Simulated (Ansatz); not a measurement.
**GaS: Quadrupolar parameters**

The cell is an entry of the Crystallography Open Database (COD), taken as it stands.

Space group P6_3/mmc (No. 194); a = 3.5850, c = 15.5000 Å, γ = 120.00°.

```csv
site,Wyckoff,site symmetry,x,y,z
Ga,4f,3m.,0.3333,0.6667,0.1700
S,4f,3m.,0.3333,0.6667,0.6000
```

One atom of each set is listed.

Method: Kohn–Sham DFT in Ansatz, PBE, plane waves and PAW, scalar-relativistic, 420 eV cutoff, Γ-centred 14×14×3 k-points, Fermi–Dirac smearing 0.02 eV.

C_Q = eQV_zz/h, which is 24.18 MHz for Q = 1 b and V_zz = 10²¹ V/m²; η = (V_xx − V_yy)/V_zz.

71Ga: I = 3/2, Q = 107.0 mb; ³³S: I = 3/2, Q = -69.40 mb. Nuclear quadrupole moments: year-2017 set (Pyykkö).

```json
{"site": "Ga", "atoms": "4", "first shell": "3 S at 2.34 Å; also 1 Ga at 2.48 Å", "V_zz (10²¹ V/m²)": "-7.39", "η": "0.00", "C_Q (MHz)": "-19.1"}
{"site": "S", "atoms": "4", "first shell": "3 Ga at 2.34 Å", "V_zz (10²¹ V/m²)": "-5.62", "η": "0.00", "C_Q (MHz)": "9.43"}
```

An axis of threefold or higher order runs through Ga and S, so V_zz lies along it and η is zero.

Hardware: 1 thread of Intel Xeon 6975P-C (Granite Rapids) (x86_64; 16 cores open to the job, memory cap 3.0 GiB, no GPU), a shared host with a load of 0.6 a core. Wall time 19 s, CPU time 19 s, peak memory 0.63 GiB.
